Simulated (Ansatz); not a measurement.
# SnSe2 (P-3m1) in Ansatz: notebook

One crystal, SnSe2, is run at these levels: LDA, PBE; tasks: elastic constants, band structure.

All numbers are computed with Ansatz 0.2.0; they aren't measurements. Logs are shortened: lines on timing, memory, paths and dates and some standing lists are left out, and cuts for length are marked.

## 1. The crystal as given

The structure is trigonal, space group P-3m1 (No. 164). Conventional cell: a = 3.811 Å, b = 3.811 Å, c = 6.136 Å, α = 90.00°, β = 90.00°, γ = 120.00°. Sn (site symmetry -3m) is surrounded by 6 Se at 2.68 Å. Around Se (site symmetry 3m) lie 3 Sn at 2.68 Å.

## 2. Elastic constants, LDA

The input, input.yaml:

```yaml
crystal:
  lattice:
    - [3.811, 0.0, 0.0]
    - [-1.9055, 3.3004228138, 0.0]
    - [0.0, 0.0, 6.136]
  atoms:
    - { symbol: Sn, position: [0.0, 0.0, 0.0] }
    - { symbol: Se, position: [0.6666666667, 0.3333333333, 0.751] }
    - { symbol: Se, position: [0.3333333333, 0.6666666667, 0.249] }
hamiltonian:
  xc: lda
  pseudopotentials: { kind: paw }
kpoints:
  mp_grid: { grid: [6, 6, 4] }
scf:
  occupations: { method: fixed }
output:
  forces: true
  stress: true
elastic:
  mode: relaxed_ion
  stencil: two_point
```

Potentials or basis: Ansatz PAW.

Command:

```console
$ ansatz run input.yaml --threads 2 --pin off --max-ram 5632MiB --backend cpu --events-out ev --progress --plain --runs-dir out
```

Log:

```text
Warning: RAYON_NUM_THREADS=2 ignored (pool sized by the plan → 2); use --threads N
Engine: ansatz 0.2.0, x86_64-unknown-linux-gnu
Pseudopotentials: kind: paw
Pseudopotential: Sn, paw, valence charge 14, recommended cutoff 420 eV (normal), Sn.paw.azcp
Pseudopotential: Se, paw, valence charge 16, recommended cutoff 420 eV (normal), Se.paw.azcp
Functional definition: SPW92
  exchange = slater_x
  correlation = pw_c
Crystal: 3 atoms, lattice volume = 77.178 Å³
Basis set: ecut = 420 eV, 1485 PW (Γ)
Bands: 28, of which v1, the nominal top of the filled ones, is band 23 counted from 1 (22 counted from 0)
Symmetry: 12 space group operations
Space group: P-3m1 (ITA 164), of the structure as read, at distance tolerance 4.3e-5 Å
k-points: 24 of 144
Non-local potential: Sn, projectors of the file, l = 0: 2, l = 1: 2, l = 2: 2, l = 3: 2
Non-local potential: Se, projectors of the file, l = 0: 2, l = 1: 2, l = 2: 3, l = 3: 1
PAW form: soft (Blöchl's): semilocal exchange-correlation on the pseudo side does not see the compensation charge
PAW frozen core: Sn, regenerated for the run's functional, and the local potential with it (the file was generated under x = pbe(κ = 0.804, μ = 0.2195149727645171), c = pbe(β = 0.06672455060314922))
PAW frozen core: Se, regenerated for the run's functional, and the local potential with it (the file was generated under x = pbe(κ = 0.804, μ = 0.2195149727645171), c = pbe(β = 0.06672455060314922))
PAW one-centre angular grid: Sn, 590 points (default); XC on 64 Gauss nodes
PAW one-centre angular grid: Se, 590 points (default); XC on 64 Gauss nodes
Initial density: superposition of atomic densities (neutral atoms: chi_scale 0, normalization atom), corrected by the library's trained network
Initial wavefunctions: pseudopotential atomic-orbital guess
Functional: x = slater, c = lda
SCF iter   1: F=—  HF=-16646.987765 eV  |F-HF|=—  |Δ(HF+E_count)|=         —  Δρ=5.40e-3  dr2=9.96e-3  ethr=1.77e-3  ⟨swp⟩=5.0  Hψ=2491  notcnv=0  defer=67
preconditioner: auto → Resta (q_TF=auto, 2.503 Å⁻¹)  ε∞=2.8  [insulator: Δε(μ)=0.694 eV  Ē_g=16.092 eV  n_scr=22 (ndim 8)  ℏωp=21.6 eV  f_vac=0.080  ε∞_Penn≈2.8]
SCF iter   2: F=—  HF=-16646.982519 eV  |F-HF|=—  |Δ(HF+E_count)|=   5.25e-3  Δρ=2.59e-3  dr2=2.40e-3  ethr=2.17e-5  ⟨swp⟩=2.0  Hψ=1227  notcnv=0  defer=69
SCF iter   3: F=—  HF=-16646.981894 eV  |F-HF|=—  |Δ(HF+E_count)|=   6.25e-4  Δρ=4.34e-4  dr2=1.22e-4  ethr=5.23e-6  ⟨swp⟩=2.0  Hψ=1011  notcnv=0  defer=69
SCF iter   4: F=—  HF=-16646.981885 eV  |F-HF|=—  |Δ(HF+E_count)|=   8.52e-6  Δρ=1.07e-4  dr2=1.81e-5  ethr=2.64e-7  ⟨swp⟩=2.0  Hψ=1206  notcnv=0  defer=69
SCF iter   5: F=—  HF=-16646.981879 eV  |F-HF|=—  |Δ(HF+E_count)|=   6.79e-6  Δρ=2.94e-5  dr2=9.60e-7  ethr=3.93e-8  ⟨swp⟩=2.0  Hψ=1200  notcnv=0  defer=24
SCF iter   6: F=—  HF=-16646.981879 eV  |F-HF|=—  |Δ(HF+E_count)|=   3.97e-8  Δρ=1.21e-5  dr2=1.55e-7  ethr=2.09e-9  ⟨swp⟩=2.0  Hψ=912  notcnv=0  defer=24
SCF iter   7: F=—  HF=-16646.981879 eV  |F-HF|=—  |Δ(HF+E_count)|=   4.94e-8  Δρ=2.34e-6  dr2=5.22e-9  ethr=3.37e-10  ⟨swp⟩=2.0  Hψ=960  notcnv=0  defer=24
SCF iter   8: F=—  HF=-16646.981879 eV  |F-HF|=—  |Δ(HF+E_count)|=   3.33e-9  Δρ=3.23e-7  dr2=1.06e-10  ethr=1.13e-11  ⟨swp⟩=2.5  Hψ=959  notcnv=0  defer=24
SCF iter   9: F=—  HF=-16646.981879 eV  |F-HF|=—  |Δ(HF+E_count)|=  8.00e-11  Δρ=5.74e-8  dr2=3.35e-12  ethr=2.31e-13 (applied; sched 1.00e-12)  ⟨swp⟩=2.9  Hψ=1182  notcnv=0  defer=24
SCF iter  10: F=—  HF=-16646.981879 eV  |F-HF|=—  |Δ(HF+E_count)|=  3.64e-12  Δρ=1.29e-8  dr2=2.57e-13  ethr=7.28e-15 (applied; sched 1.00e-12)  ⟨swp⟩=2.9  Hψ=1221  notcnv=0  defer=24
SCF iter  11: F=-16646.981879 eV  HF=-16646.981879 eV  |F-HF|=0.00e0  |Δ(HF+E_count)|=  7.28e-12  Δρ=3.37e-9  dr2=2.34e-14  ethr=1.00e-12  ⟨swp⟩=10.2  Hψ=3430  notcnv=0
SCF 1 converged in 11 iterations: F = -16646.981879 eV  dr2 = 2.34e-14
relax step   1: F+E_penalty+E_count = -16646.98187873 eV  Δ(F+E_penalty+E_count) = +0.000e0 eV  max|allowed force component| = 4.693e-1 eV/Å  Δτ_max = 0.0000 Å  (11 SCF iters, accepted)
Initial density: handed on by an earlier stage of this run
Initial wavefunctions: pseudopotential atomic-orbital guess (no wavefunctions were taken with the density)
SCF iter   1: F=—  HF=-17106.416985 eV  |F-HF|=—  |Δ(HF+E_count)|=         —  Δρ=1.40e0  dr2=1.28e3  ethr=3.10e-3  ⟨swp⟩=13.5  Hψ=5865  notcnv=0  defer=68
preconditioner: auto → Resta (q_TF=auto, 2.503 Å⁻¹)  ε∞=5.0  [insulator: Δε(μ)=0.320 eV  Ē_g=9.872 eV  n_scr=22 (ndim 8)  ℏωp=19.8 eV  f_vac=0.075  ε∞_Penn≈5.0]
SCF iter   2: F=—  HF=-16683.085992 eV  |F-HF|=—  |Δ(HF+E_count)|=    4.23e2  Δρ=5.10e-1  dr2=2.41e2  ethr=3.10e-3  ⟨swp⟩=8.5  Hψ=3986  notcnv=0  defer=69
SCF iter   3: F=—  HF=-16642.020146 eV  |F-HF|=—  |Δ(HF+E_count)|=    4.11e1  Δρ=8.86e-2  dr2=4.73e0  ethr=3.10e-3  ⟨swp⟩=7.6  Hψ=3723  notcnv=0  defer=66
SCF iter   4: F=—  HF=-16646.333558 eV  |F-HF|=—  |Δ(HF+E_count)|=    4.31e0  Δρ=3.52e-2  dr2=1.35e0  ethr=3.10e-3  ⟨swp⟩=4.5  Hψ=1695  notcnv=0  defer=68
SCF iter   5: F=—  HF=-16646.954650 eV  |F-HF|=—  |Δ(HF+E_count)|=   6.21e-1  Δρ=1.59e-2  dr2=3.80e-1  ethr=2.93e-3  ⟨swp⟩=4.2  Hψ=1614  notcnv=0  defer=62
SCF iter   6: F=—  HF=-16646.922840 eV  |F-HF|=—  |Δ(HF+E_count)|=   3.18e-2  Δρ=6.43e-3  dr2=6.95e-2  ethr=8.26e-4  ⟨swp⟩=3.5  Hψ=916  notcnv=0  defer=70
SCF iter   7: F=—  HF=-16646.900750 eV  |F-HF|=—  |Δ(HF+E_count)|=   2.21e-2  Δρ=1.60e-3  dr2=7.29e-3  ethr=1.51e-4  ⟨swp⟩=3.5  Hψ=1316  notcnv=0  defer=69
[... 310 lines left out ...]
SCF 32 converged in 2 iterations: F = -16647.004164 eV  dr2 = 3.34e-14
SCF converged after 8 iterations
Free energy (F): -16647.004169 eV
Harris-Foulkes:  -16647.004169 eV  (|F-HF|=3.64e-12)
Internal energy: -16647.004169 eV  (E = F + TS)
E sigma→0 (E₀):  -16647.004169 eV
Fermi energy:    7.795664 eV
--- Per-component energies (eV) ---
  E_band       = -873.815685
  E_kinetic    = 427.323638
  E_local      = -6015.733217  (includes V_loc(G=0)·N_el)
  E_nonlocal   = -1204.915433
  E_hartree    = 3074.682959
  E_xc         = -585.163384
  E_vxc        = -294.659024  (∫ρ·V_xc dr)
  E_paw        = -7653.262222  (= ΣΔE_a)
  E_vpaw       = 64.803680  (= ΣTr[D̂ρ^β])
  E_aug_tail   = -0.001250  (compensation charges beyond the density's cutoff)
  E_ewald      = -4694.794882
  E_core_change = 4.859623  (= ΣΔE_core)
  E_smearing   = -0.000000  (= −TS)
  E_closure    = 0.000000  (closes the sum)
  Σ components = -16647.004169   (vs F -16647.004169, Δ=0.00e0)
--- Forces (eV/Å), atoms counted from 1 ---
  atom   1  Sn     0.00000000     0.00000000     0.00000000
  atom   2  Se    -0.00000000    -0.00000000    -0.00000835
  atom   3  Se    -0.00000000     0.00000000     0.00000835
  max |Σ_I F_I| component: 9.25e-18 eV/Å
--- Stress (GPa, compression-positive) ---
       -0.903207       0.000000      -0.000000
        0.000000      -0.903207       0.000000
       -0.000000       0.000000      -1.064530
  P = ⅓ Tr σ = -0.9570 GPa (-9.570 kbar)
--- Band table (eV; the first three rows and the last of 24) ---
  k-point 0: bands = ["-39.1732", "-39.1732", "-39.1732", "-39.1732", "-39.1521", "-39.1521", "-39.1515", "-39.1515", "-39.1433", "-39.1431", "-13.3130", "-13.3130", "-13.2726", "-13.2601", "-13.2601", "-6.0926", "-4.4040", "1.4933", "7.2580", "7.2580", "7.5220", "7.5220", "7.7570", "8.6427", "10.7719", "12.4120", "12.4120", "15.9084"]
  k-point 1: bands = ["-39.1732", "-39.1732", "-39.1732", "-39.1732", "-39.1520", "-39.1520", "-39.1516", "-39.1516", "-39.1433", "-39.1432", "-13.3130", "-13.3130", "-13.2725", "-13.2601", "-13.2601", "-5.9980", "-4.5961", "1.9194", "6.4907", "7.1865", "7.1865", "7.6302", "7.6302", "9.6392", "10.7581", "12.2563", "12.2563", "15.9183"]
  k-point 2: bands = ["-39.1732", "-39.1732", "-39.1732", "-39.1732", "-39.1518", "-39.1518", "-39.1518", "-39.1518", "-39.1433", "-39.1432", "-13.3130", "-13.3130", "-13.2725", "-13.2601", "-13.2601", "-5.8765", "-4.8082", "2.4597", "5.5741", "7.1401", "7.1401", "7.7148", "7.7148", "10.2497", "10.6601", "12.1093", "12.1093", "15.5364"]
  k-point 23: bands = ["-39.1729", "-39.1729", "-39.1728", "-39.1728", "-39.1520", "-39.1520", "-39.1519", "-39.1519", "-39.1429", "-39.1429", "-13.3306", "-13.3306", "-13.2594", "-13.2594", "-13.2399", "-4.0259", "-4.0259", "0.4620", "3.6459", "3.6459", "4.1066", "7.4668", "7.4668", "10.1148", "12.1710", "12.1710", "13.6920", "15.9565"]
--- Elastic constants: 3 strain directions × 2 members + reference (group order 12) ---
  dense FFT box of the reference and of every strained cell: 27×27×45
  strains applied: 11, 33, 23; error gains: componentwise 1.00 (the most a stress slope's error grows in a printed constant), spectral 1.41 (1 for all six strains in a standard setting)
  reference relaxed by the batch: 5 steps; max|allowed force component| 4.69e-1 eV/Å at the deck's positions, 8.33e-6 at the last accepted step, 8.35e-6 by the solve of record
  largest displacement 4.8e-2 Å; the constants are those of the deck's cell at these positions:
  atoms:
    - { symbol: Sn, position: [-3.178472211788178e-35, -1.2967563740471979e-35, 0.0] }
    - { symbol: Se, position: [0.6666666666666666, 0.3333333333333333, 0.7431679320452932] }
    - { symbol: Se, position: [0.3333333333333333, 0.6666666666666666, 0.25683206795470687] }
  C = ∂σ_k/∂η_j (tension-positive GPa; Voigt order 11 22 33 23 13 12):
       102.539     28.171     10.630     -0.177     -0.000     -0.000
        28.171    102.539     10.630      0.177     -0.000     -0.000
        10.439     10.439     15.154     -0.000     -0.000     -0.000
        -0.181      0.181     -0.000      6.643      0.000     -0.000
        -0.000      0.000      0.000      0.000      6.643     -0.181
        -0.000     -0.000      0.000     -0.000     -0.177     37.184
  reference stress σ⁰ (GPa):      0.903      0.903      1.065     -0.000      0.000     -0.000
  C* (energy form; C + prestress term) asymmetry max|C*_kj − C*_jk| = 2.931e-2 GPa — a small one proves nothing (zero by symmetry where the batch's group is 432, −43m or m−3m); a large one is finite-difference/SCF noise where every solve meets its electron count
  moduli (Voigt/Reuss/Hill, GPa): K = 35.41/14.80/25.10   G = 21.49/10.51/16.00   E = 39.59   ν = 0.237
  mechanically stable: yes (min eigenvalue of sym C = 6.64 GPa)
  strain η (Voigt 11):  stress-route row diagonal C_11 = 102.54 GPa, energy-path curvature d²(F+E_count+ΔE)/dδ²/Ω₀ = 102.24 GPa
         δ    σ_11 (GPa)             F (eV)   n_scf  n_hpsi   n_pw
    -2.000e-3       0.6964      -16647.0049350       2   10451   1526   relax 4 steps, max|allowed force component| 1.32e-5 eV/Å
     2.000e-3       1.1066      -16647.0031944       2   10307   1534   relax 3 steps, max|allowed force component| 1.18e-7 eV/Å
  strain η (Voigt 33):  stress-route row diagonal C_33 = 15.15 GPa, energy-path curvature d²(F+E_count+ΔE)/dδ²/Ω₀ = 15.21 GPa
         δ    σ_33 (GPa)             F (eV)   n_scf  n_hpsi   n_pw
    -2.000e-3       1.0334      -16647.0051825       2    5321   1526   relax 3 steps, max|allowed force component| 2.22e-7 eV/Å
     2.000e-3       1.0941      -16647.0031410       2    5319   1538   relax 3 steps, max|allowed force component| 2.38e-7 eV/Å
  strain η (Voigt 23):  stress-route row diagonal C_44 = 6.64 GPa, energy-path curvature d²(F+E_count+ΔE)/dδ²/Ω₀ = 6.09 GPa
         δ    σ_23 (GPa)             F (eV)   n_scf  n_hpsi   n_pw
    -2.000e-3      -0.0134      -16647.0041648       2   10308   1530   relax 4 steps, max|allowed force component| 2.29e-7 eV/Å
     2.000e-3       0.0132      -16647.0041640       2   10457   1530   relax 3 steps, max|allowed force component| 2.11e-7 eV/Å
```

Wall time 1.8 min (2 threads of Intel Xeon at 2.50GHz (Skylake/Cascade Lake), shared host); peak memory 0.46 GiB.

Results:

| Property | Result |
| --- | --- |
| Free energy | -16647.0042 eV |
| Pressure | -1.0 GPa |
| Band gap on the k mesh | 0.67 eV, indirect (least direct gap 0.89 eV) |
| Voigt bulk modulus | 35 GPa |

Stress tensor (GPa, compression positive):
```
-0.90  0.00  0.00
 0.00 -0.90  0.00
 0.00  0.00 -1.06
```

Levels at points of the mesh, in eV from the valence-band top:
| k point | band 21 | band 22 | band 23 | band 24 | band 25 | band 26 |
| --- | --- | --- | --- | --- | --- | --- |
| (0.00, 0.00, 0.00) | -0.27 | -0.27 | -0.04 | 0.85 | 2.98 | 4.62 |
| (0.00, 0.00, -0.50) | -0.66 | -0.08 | -0.08 | 2.45 | 2.86 | 4.31 |
| (0.00, -0.50, 0.00) | -2.49 | -1.38 | -0.21 | 1.15 | 3.62 | 5.21 |
| (0.00, -0.50, -0.50) | -1.98 | -0.87 | -0.68 | 0.68 | 4.02 | 4.63 |

Elastic tensor in Voigt notation (GPa, in the Cartesian axes of the cell as first typed):
```
103  28  11   0   0   0
 28 103  11   0   0   0
 10  10  15   0   0   0
  0   0   0   7   0   0
  0   0   0   0   7   0
  0   0   0   0   0  37
```

Caveat: spin-orbit coupling is left out, which moves the levels of the heavy elements; the PAW data sets come from PBE, with cores solved anew for the run's functional, which leaves a small shift of forces and pressure.

## 3. Band structure, PBE

The input, input.yaml:

```yaml
crystal:
  lattice:
    - [3.811, 0.0, 0.0]
    - [-1.9055, 3.3004228138, 0.0]
    - [0.0, 0.0, 6.136]
  atoms:
    - { symbol: Sn, position: [0.0, 0.0, 0.0] }
    - { symbol: Se, position: [0.6666666667, 0.3333333333, 0.751] }
    - { symbol: Se, position: [0.3333333333, 0.6666666667, 0.249] }
hamiltonian:
  xc: pbe
  pseudopotentials: { kind: paw }
kpoints:
  mp_grid: { grid: [8, 8, 5] }
  band_path:
    path:
      - [[0.0, 0.0, 0.0], [0.5, 0.0, 0.0], [0.3333333333, 0.3333333333, 0.0], [0.0, 0.0, 0.0], [0.0, 0.0, 0.5], [0.5, 0.0, 0.5], [0.3333333333, 0.3333333333, 0.5], [0.0, 0.0, 0.5]]
      - [[0.5, 0.0, 0.5], [0.5, 0.0, 0.0]]
      - [[0.3333333333, 0.3333333333, 0.0], [0.3333333333, 0.3333333333, 0.5]]
    npoints: 14
scf:
  occupations: { method: fermi_dirac, width: 0.05 }
  n_extra_bands: 7
output:
  forces: true
  stress: true
  eigenvalues: true
  fatbands: false
```

Potentials or basis: Ansatz PAW.

Command:

```console
$ ansatz run input.yaml --threads 2 --pin off --max-ram 5632MiB --backend cpu --events-out ev --progress --plain --runs-dir out
```

It took 11 s on 2 threads of Intel Xeon at 2.50GHz (Skylake/Cascade Lake), shared host; peak memory 0.44 GiB.

Results (log left out):

```yaml
Free_energy: -16963.2730 eV
Pressure: 5.5 GPa
Largest_force: 0.787 eV/Å
Band_gap_on_the_k_mesh: 0.81 eV, indirect (least direct gap 1.10 eV)
Band_gap_along_the_path: 0.73 eV, indirect (least direct gap 1.10 eV)
```

Forces in eV/Å, atoms in the order of the input:
```
Sn   0.000  0.000  0.000
Se   0.000  0.000 -0.787
Se   0.000  0.000  0.787
```

Stress tensor (GPa, compression positive):
```
5.04 0.00 0.00
0.00 5.04 0.00
0.00 0.00 6.53
```

Levels at the corners of the path, in eV from the valence-band top:
| point | band 19 | band 20 | band 21 | band 22 | band 23 | band 24 | band 25 | band 26 | band 27 | band 28 |
| --- | --- | --- | --- | --- | --- | --- | --- | --- | --- | --- |
| Γ | -0.74 | -0.74 | -0.43 | -0.43 | -0.05 | 1.06 | 2.92 | 4.61 | 4.61 | 8.10 |
| M | -4.52 | -2.94 | -2.72 | -1.23 | -0.34 | 1.12 | 3.77 | 5.42 | 5.46 | 7.24 |
| K | -3.74 | -3.74 | -3.38 | -1.56 | -1.56 | 1.39 | 6.63 | 6.63 | 7.19 | 7.38 |
| Γ | -0.74 | -0.74 | -0.43 | -0.43 | -0.05 | 1.06 | 2.92 | 4.61 | 4.61 | 8.10 |
| A | -2.08 | -0.83 | -0.83 | -0.28 | -0.28 | 2.41 | 2.89 | 4.34 | 4.34 | 8.14 |
| L | -4.96 | -2.55 | -2.03 | -0.87 | -0.73 | 0.83 | 4.23 | 4.82 | 5.81 | 6.32 |
| H | -4.25 | -4.25 | -3.76 | -0.41 | -0.41 | 2.51 | 4.72 | 4.72 | 6.22 | 8.21 |
| A | -2.08 | -0.83 | -0.83 | -0.28 | -0.28 | 2.41 | 2.89 | 4.34 | 4.34 | 8.14 |
| L | -4.96 | -2.55 | -2.03 | -0.87 | -0.73 | 0.83 | 4.23 | 4.82 | 5.81 | 6.32 |
| M | -4.52 | -2.94 | -2.72 | -1.23 | -0.34 | 1.12 | 3.77 | 5.42 | 5.46 | 7.24 |
| K | -3.74 | -3.74 | -3.38 | -1.56 | -1.56 | 1.39 | 6.63 | 6.63 | 7.19 | 7.38 |
| H | -4.25 | -4.25 | -3.76 | -0.41 | -0.41 | 2.51 | 4.72 | 4.72 | 6.22 | 8.21 |

Caveat: the k mesh misses the band edges, so the gap on the mesh is wider than the one along the path; spin-orbit coupling is left out, which moves the levels of the heavy elements; this functional lacks dispersion, which binds the layers, so the pressure and a relaxed spacing across them are unreliable.
